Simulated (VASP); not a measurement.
# SnSe2 (P-3m1) in VASP: settings compared

The runs below take SnSe2 through single point, relaxation of cell and atoms, with PBE+D3(BJ), LDA.

Program: VASP 6.6.1. These are calculated values, not measurements. Logs are shortened: lines on timing, memory, paths and dates and some standing lists are left out, and cuts for length are marked.

## (1) Starting point

Symmetry: P-3m1, No. 164, trigonal system. The conventional cell has a = 3.839 Å, b = 3.839 Å, c = 6.004 Å, α = 90.00°, β = 90.00°, γ = 120.00°. Around Sn (site symmetry -3m) lie 6 Se at 2.73 Å. Around Se (site symmetry 3m) lie 3 Sn at 2.73 Å.

## (2) Single point, PBE+D3(BJ)

File INCAR:

```
SYSTEM = SnSe2
  PREC = Accurate
  ENCUT = 520
  EDIFF = 1E-7
  ISMEAR = -1
  SIGMA = 0.02
  LREAL = .False.
  LASPH = .True.
  NELM = 100
  ALGO = Fast
  ISIF = 2
  LWAVE = .False.
  LCHARG = .True.
  GGA = PE
  IVDW = 12
  LELF = .True.
  LVHAR = .True.
  NBANDS = 20
```

File KPOINTS:

```
regular mesh
0
Gamma
  12 12 4
  0 0 0
```

File POSCAR:

```
SnSe2
1.0
    3.8392584681      0.0000000000      0.0000000000
   -1.9196292340      3.3248953650      0.0000000000
    0.0000000000      0.0000000000      6.0039870490
Sn Se
1 2
Direct
    0.0000000000      0.0000000000      0.0000000000
    0.3333333333      0.6666666667      0.2654708355
    0.6666666667      0.3333333333      0.7345291645
```

Potentials or basis: VASP PAW PBE potentials, release 64 (Sn_d, Se).

Started as:

```
$ cat potpaw_PBE.64/Sn_d/POTCAR potpaw_PBE.64/Se/POTCAR > POTCAR
$ mpirun -np 1 vasp_std > vasp.out
```

OUTCAR:

```text
SYSTEM = SnSe2
   PREC = Accurate
   ENCUT = 520
   EDIFF = 1E-7
   ISMEAR = -1
   LREAL = .False.
   LASPH = .True.
   NELM = 100
   ISIF = 2
   GGA = PE
   IVDW = 12
 IVDW          = 12

 ion  position               nearest neighbor table
   1  0.000  0.000  0.000-   2 2.73   3 2.73   2 2.73   3 2.73   3 2.73   2 2.73
   2  0.333  0.667  0.265-   1 2.73   1 2.73   1 2.73
   3  0.667  0.333  0.735-   1 2.73   1 2.73   1 2.73

  LATTYP: Found a hexagonal cell.
 ALAT       =     3.8392584681
 C/A-ratio  =     1.5638402829

  Lattice vectors:

 A1 = (   3.8392584681,   0.0000000000,   0.0000000000)
 A2 = (  -1.9196292340,   3.3248953650,   0.0000000000)
 A3 = (   0.0000000000,   0.0000000000,   6.0039870490)

Analysis of symmetry for initial positions (statically):
=====================================================================
 Subroutine PRICEL returns:
 Original cell was already a primitive cell.

 Routine SETGRP: Setting up the symmetry group for a
 hexagonal supercell.

 Subroutine GETGRP returns: Found 12 space group operations
 (whereof 12 operations were pure point group operations)
 out of a pool of 24 trial point group operations.

The static configuration has the point symmetry D_3d.

Analysis of symmetry for dynamics (positions and initial velocities):
=====================================================================
 Subroutine PRICEL returns:
 Original cell was already a primitive cell.

 Routine SETGRP: Setting up the symmetry group for a
 hexagonal supercell.

 Subroutine GETGRP returns: Found 12 space group operations
 (whereof 12 operations were pure point group operations)
 out of a pool of 24 trial point group operations.

The dynamic configuration has the point symmetry D_3d.

 Subroutine INISYM returns: Found 12 space group operations
 (whereof 12 operations are pure point group operations),
 and found     1 'primitive' translations

----------------------------------------------------------------------------------------

                                     Primitive cell

  volume of cell :      76.6417

  direct lattice vectors                    reciprocal lattice vectors
     3.839258468  0.000000000  0.000000000     0.260466965  0.150380672  0.000000000
    -1.919629234  3.324895365  0.000000000     0.000000000  0.300761344  0.000000000
     0.000000000  0.000000000  6.003987049     0.000000000  0.000000000  0.166555989

  length of vectors
     3.839258468  3.839258468  6.003987049     0.300761344  0.300761344  0.166555989

  position of ions in fractional coordinates (direct lattice)
     0.000000000  0.000000000  0.000000000
[... 83 lines left out ...]
   NSW    =      0    number of steps for IOM
   IBRION =     -1    ionic relax: 0-MD 1-quasi-New 2-CG
   NFREE  =      0    steps in history (QN), initial steepest desc. (CG)
   ISIF   =      2    stress and relaxation
   ISYM   =      2    0-nonsym 1-usesym 2-fastsym
   POTIM  = 0.5000    time-step for ionic-motion
   TEBEG  =    0.0;   TEEND  =   0.0 temperature during run
   PSTRESS=    0.0 pullay stress
   NELECT =      26.0000    total number of electrons
   NUPDOWN=      -1.0000    fix difference up-down
   EMIN   =  10.00;   EMAX   =-10.00  energy-range for DOS
   EFERMI =   0.00;   METHOD = LEGACY
   ISMEAR =    -1;   SIGMA  =   0.02  broadening in eV -4-tet -1-fermi 0-gaus
   EFERMI_NEDOS =   21; number of points for ismear=-14 and -15
   IALGO  =     68    algorithm
   IMIX   =      4    mixing-type and parameters
     AMIX     =   0.40;   BMIX     =  1.00
     AMIX_MAG =   1.60;   BMIX_MAG =  1.00
  volume/ion in A,a.u.               =      25.55       172.40
  Fermi-wavevector in a.u.,A,eV,Ry     =   1.141767  2.157627 17.736997  1.303632
  Thomas-Fermi vector in A             =   2.278467
   LORBIT       =      0    0 simple, 1 ext, 2 COOP (PROOUT), +10 PAW based schemes
   GGA     = PE    functional components
   LHFCALC =     F    Hartree Fock is set to
   AEXX    =    0.0000 exact exchange contribution
   IVDW    =    12    specifies the selected vdW correction
   LEPSILON=     F    determine dielectric tensor
   LRPA    =     F    only Hartree local field effects (RPA)
 non-spin polarized calculation
 RMM-DIIS sequential band-by-band and
  energy-cutoff  :      520.00
  volume of cell :       76.64
 maximum number of plane-waves:      2085
 NGX is ok and might be reduce to    30
   NGX = 15   NGY = 15   NGZ = 23

 number of electron      26.0000002 magnetization

 Free energy of the ion-electron system (eV)
  ---------------------------------------------------
  ext. energy  EPLUGINS =         0.00000000
  ---------------------------------------------------
  free energy    TOTEN  =       -11.80593738 eV

  energy without entropy =      -11.80593729  energy(sigma->0) =      -11.80593733

 E-fermi :   4.7005     XC(G=0):  -9.5699

 val. band max:        4.4643001179   @ k =   0.0833   0.0833   0.0000
 cond. band min:       4.9354656541   @ k =   0.0000   0.4167   0.2500
 fundamental gap:      0.4711655362
 Fermi energy:         4.7004708793

 k-point     1 :       0.0000    0.0000    0.0000
  band No.  band energies     occupation
      1     -16.9618      2.00000
      2     -16.9618      2.00000
      3     -16.9278      2.00000
      4     -16.9165      2.00000
      5     -16.9165      2.00000
      6      -9.5054      2.00000
[... 541 lines left out ...]
     19      12.1718      0.00000
     20      13.0602      0.00000

 [... further k-points ...]

------------------------ aborting loop because EDIFF is reached ----------------------------------------

 Edisp (eV)   -1.09313

 E8    (eV) :    -0.4785

  FORCE on cell =-STRESS in cart. coord.  units (eV):
  Direction    XX          YY          ZZ          XY          YZ          ZX
  --------------------------------------------------------------------------------------
  -------------------------------------------------------------------------------------
  Total       0.04012     0.04012     0.04867     0.00000     0.00000     0.00000
  in kB       0.83876     0.83876     1.01742     0.00000     0.00000     0.00000
  external pressure =        0.90 kB  Pullay stress =        0.00 kB

 VOLUME and BASIS-vectors are now :
 -----------------------------------------------------------------------------
  energy-cutoff  :      520.00
  volume of cell :       76.64
      direct lattice vectors                 reciprocal lattice vectors
     3.839258468  0.000000000  0.000000000     0.260466965  0.150380672  0.000000000
    -1.919629234  3.324895365  0.000000000     0.000000000  0.300761344  0.000000000
     0.000000000  0.000000000  6.003987049     0.000000000  0.000000000  0.166555989

 POSITION                                       TOTAL-FORCE (eV/Angst)
 -----------------------------------------------------------------------------------
      0.00000      0.00000      0.00000        -0.000000      0.000000      0.000000
     -0.00000      2.21660      1.59388         0.000000     -0.000000      0.018541
      1.91963      1.10830      4.41010        -0.000000      0.000000     -0.018541
 -----------------------------------------------------------------------------------
    total drift:                                0.000000     -0.000000     -0.000000

  FREE ENERGIE OF THE ION-ELECTRON SYSTEM (eV)
  ---------------------------------------------------
  free  energy   TOTEN  =       -12.8990717375 eV

  energy  without entropy=      -12.8990716464  energy(sigma->0) =      -12.89907169
```

OSZICAR:

```text
N       E                     dE             d eps       ncg     rms          rms(c)
DAV:   1     0.205173604863E+03    0.20517E+03   -0.12155E+04  2816   0.148E+03
DAV:   2     0.116269109728E+02   -0.19355E+03   -0.18639E+03  2916   0.387E+02
DAV:   3    -0.112436404135E+02   -0.22871E+02   -0.22251E+02  3392   0.114E+02
DAV:   4    -0.120351518909E+02   -0.79151E+00   -0.79005E+00  3284   0.222E+01
DAV:   5    -0.120544434492E+02   -0.19292E-01   -0.19290E-01  3772   0.364E+00    0.491E+00
RMM:   6    -0.118205504875E+02    0.23389E+00   -0.29709E-01  3451   0.408E+00    0.301E+00
RMM:   7    -0.118066371354E+02    0.13913E-01   -0.12798E-01  3375   0.180E+00    0.113E+00
RMM:   8    -0.118057080388E+02    0.92910E-03   -0.13099E-02  3694   0.115E+00    0.123E-01
RMM:   9    -0.118058448534E+02   -0.13681E-03   -0.22903E-03  4036   0.453E-01    0.642E-02
RMM:  10    -0.118059122926E+02   -0.67439E-04   -0.74243E-04  3977   0.272E-01    0.198E-02
RMM:  11    -0.118059374733E+02   -0.25181E-04   -0.18087E-04  4502   0.120E-01    0.158E-02
RMM:  12    -0.118059366667E+02    0.80661E-06   -0.37447E-05  4095   0.414E-02    0.441E-03
RMM:  13    -0.118059372507E+02   -0.58397E-06   -0.81401E-06  4263   0.195E-02    0.405E-03
RMM:  14    -0.118059374096E+02   -0.15893E-06   -0.18455E-06  4107   0.839E-03    0.417E-03
RMM:  15    -0.118059373762E+02    0.33430E-07   -0.18835E-07  2264   0.326E-03
   1 F= -.12899072E+02 E0= -.12899072E+02  d E =-.910049E-07
```

Wall time 60 s (1 thread of Intel Xeon 6975P-C (Granite Rapids), shared host); peak memory 0.27 GiB.

What came out:

- Free energy: -12.8991 eV
- Pressure: 0.1 GPa
- Largest force: 0.019 eV/Å
- Band gap on the k mesh: 0.47 eV, indirect (least direct gap 0.81 eV)
- Dispersion energy per atom: -0.364 eV

Forces on the atoms (eV/Å):
```
Sn   0.000  0.000  0.000
Se   0.000  0.000  0.019
Se   0.000  0.000 -0.019
```

Levels at points of the mesh, in eV from the valence-band top:
| k point | band 11 | band 12 | band 13 | band 14 | band 15 | band 16 |
| --- | --- | --- | --- | --- | --- | --- |
| (0.00, 0.00, 0.00) | -0.58 | -0.58 | -0.14 | 0.67 | 2.89 | 4.46 |
| (0.50, 0.00, 0.00) | -2.70 | -1.71 | -0.40 | 1.09 | 3.47 | 4.86 |
| (0.00, 0.00, 0.50) | -0.92 | -0.32 | -0.32 | 2.37 | 2.74 | 4.07 |
| (0.50, 0.00, 0.50) | -2.08 | -1.13 | -1.02 | 0.58 | 3.87 | 4.50 |

Caveat: spin-orbit coupling is left out, which moves the levels of the heavy elements. A k mesh can miss the band edges.

## (3) Relaxation of cell and atoms, PBE+D3(BJ)

This run uses another cell than the first one, of 25.73 Å³/atom, 1.007 times its volume.

File INCAR:

```
SYSTEM = SnSe2
ALGO = Fast
EDIFF = 1E-6
EDIFFG = -0.005
ENCUT = 600
GGA = PE
IBRION = 2
ISIF = 3
ISMEAR = -1
IVDW = 12
LASPH = .TRUE.
LCHARG = .FALSE.
LREAL = .FALSE.
LWAVE = .FALSE.
NELM = 100
NSW = 80
PREC = Accurate
SIGMA = 0.02
```

File KPOINTS:

```
k-points
0
G
  12 12 4
  0 0 0
```

File POSCAR:

```
SnSe2
1.0
    3.8110000000      0.0000000000      0.0000000000
   -1.9055000000      3.3004228138      0.0000000000
    0.0000000000      0.0000000000      6.1360000000
Sn Se
1 2
Direct
    0.0000000000      0.0000000000      0.0000000000
    0.3333333333      0.6666666667      0.2490000000
    0.6666666667      0.3333333333      0.7510000000
```

Potentials or basis: VASP PAW PBE potentials, release 64 (Sn_d, Se).

Started as:

```
$ cat potpaw_PBE.64/Sn_d/POTCAR potpaw_PBE.64/Se/POTCAR > POTCAR
$ mpirun -np 1 vasp_std > vasp.out
```

It took 7.1 min on 1 thread of Intel Xeon 6975P-C (Granite Rapids), shared host; peak memory 0.29 GiB.

The run converged. Its results:

```yaml
Free_energy: -12.8991 eV
Relaxed_volume: 25.55 Å³/atom
Relaxed_cell: a = 3.840 Å, b = 3.840 Å, c = 6.001 Å, α = 90.00°, β = 90.00°, γ = 120.00°
Space_group_after_relaxing_to_0.05_Å: P-3m1 (No. 164)
Energy_gained_by_relaxing: 22.8 meV/atom
Ionic_steps: 14
Pressure_after_relaxing: 0.0 GPa
Band_gap_on_the_k_mesh: 0.46 eV, indirect (least direct gap 0.80 eV)
Dispersion_energy_per_atom: -0.364 eV
```

Step by step:
```tsv
step	energy change (eV)	largest force (eV/Å)	pressure (GPa)	volume (Å³)
1	0.0000	0.8202	3.30	77.18
2	-0.0204	0.2852	-2.87	83.25
3	-0.0519	0.1641	-0.44	80.49
4	-0.0519	0.1762	-0.38	80.42
5	-0.0560	0.1281	-0.22	79.87
6	-0.0579	0.0726	-0.04	79.25
7	-0.0580	0.0635	-0.02	79.15
8	-0.0600	0.0542	-0.06	78.88
9	-0.0649	0.0277	-0.07	78.05
10	-0.0683	0.0234	0.03	76.39
11	-0.0684	0.0134	-0.03	76.71
12	-0.0684	0.0159	0.00	76.63
13	-0.0684	0.0231	0.08	76.65
14	-0.0684	0.0010	0.02	76.64
```

Final structure:
```
Sn Se
1.0
     3.84024    0.00000    0.00000
    -1.92012    3.32574    0.00000
     0.00000    0.00000    6.00070
Sn Se
1 2
Direct
  0.00000 0.00000 0.00000
  0.33333 0.66667 0.26585
  0.66667 0.33333 0.73415
```

Levels at points of the mesh, in eV from the valence-band top:
| k point | band 9 | band 10 | band 11 | band 12 | band 13 | band 14 | band 15 | band 16 | band 17 |
| --- | --- | --- | --- | --- | --- | --- | --- | --- | --- |
| (0.00, 0.00, 0.00) | -0.75 | -0.75 | -0.59 | -0.59 | -0.14 | 0.66 | 2.89 | 4.45 | 4.45 |
| (0.50, 0.00, 0.00) | -4.38 | -3.28 | -2.70 | -1.72 | -0.41 | 1.08 | 3.46 | 4.85 | 4.97 |
| (0.00, 0.00, 0.50) | -2.49 | -0.92 | -0.92 | -0.32 | -0.32 | 2.37 | 2.74 | 4.06 | 4.06 |
| (0.50, 0.00, 0.50) | -5.05 | -2.40 | -2.08 | -1.14 | -1.03 | 0.58 | 3.86 | 4.49 | 5.71 |

Caveat: spin-orbit coupling is left out, which moves the levels of the heavy elements. A k mesh can miss the band edges.

## (4) Single point, LDA

This run uses another cell than the first one, of 26.30 Å³/atom, 1.030 times its volume.

File INCAR:

```
SYSTEM = SnSe2
PREC = Accurate
ENCUT = 520
EDIFF = 1E-6
ISMEAR = 0
SIGMA = 0.01
LREAL = .False.
LASPH = .True.
NELM = 100
ALGO = Fast
ISIF = 2
LWAVE = .False.
LCHARG = .False.
NBANDS = 20
```

File KPOINTS:

```
Automatic mesh
0
Gamma
  12 12 4
  0 0 0
```

File POSCAR:

```
SnSe2
1.0
    3.8251636844      0.0000000000      0.0000000000
   -1.9125818422      3.3126889243      0.0000000000
    0.0000000000      0.0000000000      6.2270591582
Sn Se
1 2
Direct
    0.0000000000      0.0000000000      0.0000000000
    0.3333333333      0.6666666667      0.2530759000
    0.6666666667      0.3333333333      0.7469241000
```

Potentials or basis: VASP PAW LDA potentials, release 64 (Sn_d, Se).

Started as:

```
$ cat potpaw_LDA.64/Sn_d/POTCAR potpaw_LDA.64/Se/POTCAR > POTCAR
$ mpirun -np 1 vasp_std > vasp.out
```

It took 40 s on 1 thread of Intel Xeon 6975P-C (Granite Rapids), shared host; peak memory 0.23 GiB.

Results (log left out):

```yaml
Free_energy: -13.7702 eV
Pressure: -1.4 GPa
Largest_force: 0.003 eV/Å
Band_gap_on_the_k_mesh: 0.62 eV, indirect (least direct gap 0.93 eV)
```

Forces in eV/Å, atoms in the order of the input:
```
Sn   0.000  0.000  0.000
Se   0.000  0.000  0.003
Se   0.000  0.000 -0.003
```

Stress tensor (GPa, compression positive):
```
-1.53  0.00  0.00
 0.00 -1.53  0.00
 0.00  0.00 -1.26
```

Levels at points of the mesh, in eV from the valence-band top:
```tsv
k point	band 10	band 11	band 12	band 13	band 14	band 15	band 16	band 17
(0.00, 0.00, 0.00)	-0.58	-0.30	-0.30	-0.12	0.81	2.91	4.53	4.53
(0.50, 0.00, 0.00)	-2.93	-2.50	-1.31	-0.27	1.06	3.59	5.21	5.25
(0.00, 0.00, 0.50)	-0.68	-0.68	-0.14	-0.14	2.32	2.81	4.27	4.27
(0.50, 0.00, 0.50)	-2.32	-2.02	-0.86	-0.67	0.62	4.00	4.59	5.72
```

Caveat: spin-orbit coupling is left out, which moves the levels of the heavy elements. A k mesh can miss the band edges.

## (5) Summary

```tsv
task	level	potentials or basis	cell	cutoff (eV)	smearing	gap on the mesh (eV)	pressure (GPa)
single point	PBE+D3(BJ)	VASP PAW PBE potentials, release 64 (Sn_d, Se)	P-3m1, 25.55 Å³/atom	520	fermi-dirac 0.02 eV	0.47	0.1
relaxation of cell and atoms	PBE+D3(BJ)	VASP PAW PBE potentials, release 64 (Sn_d, Se)	relaxed	600	fermi-dirac 0.02 eV	0.46	0.0
single point	LDA	VASP PAW LDA potentials, release 64 (Sn_d, Se)	P-3m1, 26.3 Å³/atom	520	gaussian 0.01 eV	0.62	-1.4
```

Alike in all rows: no spin polarisation; k mesh 12 × 12 × 4.

Caveats: spin-orbit coupling is left out, which moves the levels of the heavy elements.

Absolute energies hang on the potentials; compare differences alone.
